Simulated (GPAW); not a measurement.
Here is a GPAW 26.7.0 calculation.

File run.py:

```python
from ase import Atoms
from ase.dft.bandgap import bandgap
from ase.io import write
from gpaw import GPAW, PW, setup_paths
from gpaw.response.df import DielectricFunction

setup_paths.insert(0, '.')

atoms = Atoms(['Au', 'Cu'],
              cell=[[2.8107494552, 0.0, 0.0],
                    [0.0, 2.8107494552, 0.0],
                    [0.0, 0.0, 3.685]],
              scaled_positions=[[0.0, 0.0, 0.0],
                                [0.5, 0.5, 0.5]],
              pbc=True)

calc = GPAW(mode=PW(400),
            xc='AM05',
            kpts={'size': (8, 8, 6), 'gamma': True},
            occupations={'name': 'fermi-dirac', 'width': 0.05},
            nbands=23,
            convergence={'density': 1e-06},
            maxiter=150,
            txt='gpaw.txt')
atoms.calc = calc
energy = atoms.get_potential_energy()
calc.write('gs.gpw')
write('result.traj', atoms)
print(f'Energy: {energy:.6f} eV')
print('Fermi level:', round(calc.get_fermi_level(), 4), 'eV')
print(f'Gap: {bandgap(calc)[0]:.4f} eV, direct: {bandgap(calc, direct=True)[0]:.4f} eV')

dense = calc.fixed_density(kpts={'size': (21, 21, 16), 'gamma': True},
                           nbands=37, convergence={'bands': 31, 'eigenstates': 1e-7},
                           update_fermi_level=True, txt='dense.txt')
dense.write('dense.gpw', mode='all')

df = DielectricFunction('dense.gpw', frequencies={'type': 'nonlinear', 'domega0': 0.05, 'omega2': 10},
                        eta=0.1, ecut=50, nbands=31, rate='eta', txt='df.txt')
for direction in ['x', 'z']:
    df.get_dielectric_function(xc='RPA', direction=direction, filename=f'df_{direction}.csv')
```

Potentials or basis: PAW data sets generated in the run's folder for this functional, pw.

Run with:

```sh
$ gpaw-setup -f AM05 Au Cu
$ OMP_NUM_THREADS=1 python run.py
```

Q: Estimate the band gap on the k mesh.

A: None (metal or under the smearing width).

Dielectric function (mean over the directions given):
```csv
energy (eV),real part,imaginary part
0.67,-103.17,49.68
1.54,-18.76,6.80
2.54,-4.14,7.45
3.56,-1.99,8.60
4.44,-1.65,5.92
5.38,-0.77,4.15
6.39,-0.61,3.74
7.38,-0.63,3.39
8.25,-0.44,2.71
9.27,-0.18,2.46
10.26,-0.14,1.98
11.31,0.09,1.83
12.19,-0.04,1.87
13.24,0.02,1.70
14.22,0.05,1.50
15.26,0.01,1.35
16.21,0.06,1.09
17.36,0.16,0.95
18.58,0.27,0.85
19.87,0.30,0.74
```

Caveat: the intraband term hangs on this k mesh; the long-wavelength limit can be off by several per cent where d states take part; independent-particle spectra lack excitons. Spin-orbit coupling is left out, which matters for the levels of Au.
